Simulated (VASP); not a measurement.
Crystal: NaCl.

```
Cl Na
1.0
     0.00000    2.79406    2.79406
     2.79406    0.00000    2.79406
     2.79406    2.79406    0.00000
Cl Na
1 1
Direct
  0.50000 0.50000 0.50000
  0.00000 0.00000 0.00000
```

The cell is a database's computed one.

Program: VASP 6.6.1. Alike in all runs: task band structure; potentials or basis VASP PAW PBE potentials, release 64 (Cl, Na_pv); no spin polarisation; cell as given; k mesh 6 × 6 × 6; cutoff (eV) 520; smearing gaussian 0.02 eV.

Order these runs on this cell by their band gap on the k mesh, lowest first.
A. level HSE06; screening parameter 0.2 1/A
B. level HSE03
C. level PBE0; exchange at q = 0 truncated

B (6.35 eV), A (6.61 eV), C (7.31 eV).
